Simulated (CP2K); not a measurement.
Crystal: MoS2.

```xyz
6
Lattice="3.1690 0.0000 0.0000 -1.5845 2.7444 0.0000 0.0000 0.0000 12.3240" Properties=species:S:1:pos:R:3 pbc="T T T"
Mo    1.5845    0.9148    9.2430
Mo    0.0000    1.8296    3.0810
S     1.5845    0.9148    4.6461
S     0.0000    1.8296   10.8081
S     1.5845    0.9148    1.5159
S     0.0000    1.8296    7.6779
```

- Program: CP2K 2026.2
- Task: single point
- Functional: PBE
- Potentials or basis: POTENTIAL_UZH Mo GTH-PBE-q14, S GTH-PBE-q6; TZVP-MOLOPT-PBE-GTH basis
- Density cutoff: 6123 eV
- k mesh: 10 × 10 × 3
- Occupations: fermi-dirac, width 0.05 eV
- Spin: no spin polarisation

On this cell: pressure 3.4 GPa; largest force 0.113 eV/Å; band gap on the k mesh 0.94 eV, indirect (least direct gap 1.89 eV).

The same run follows on a disturbed copy (atoms moved at random, drawn with an rms of 0.05 Å):

```
Mo S
1.0
     3.16900    0.00000    0.00000
    -1.58450    2.74443    0.00000
     0.00000    0.00000   12.32400
Mo S
2 4
Direct
  0.68274 0.33982 0.75201
  0.33925 0.65234 0.25137
  0.66681 0.34133 0.37882
  0.32838 0.64731 0.87916
  0.67197 0.34127 0.12367
  0.34598 0.67013 0.62281
```

Task: What changes?

Result: The energy moves by +14.9 meV/atom; pressure 2.7 GPa; largest force 1.526 eV/Å; band gap on the k mesh 0.92 eV, indirect (least direct gap 1.75 eV).

Forces in eV/Å, atoms in the order of the input:
```
Mo  -0.335 -0.773 -0.428
Mo  -0.927  1.211 -0.064
S    0.552 -0.612  0.071
S    0.272  0.665  0.082
S    0.380 -0.600 -0.008
S    0.058  0.109  0.348
```

Stress tensor (GPa, compression positive):
```
 3.79 -0.28  0.86
-0.28  1.79  1.21
 0.86  1.21  2.46
```

Caveats: an odd mesh through Γ misses points on the zone boundary, where band edges often lie; the basis of atomic orbitals isn't converged, which shifts pressures, moduli and gaps; this functional lacks dispersion, which binds the layers, so the pressure and a relaxed spacing across them are unreliable (some runs).
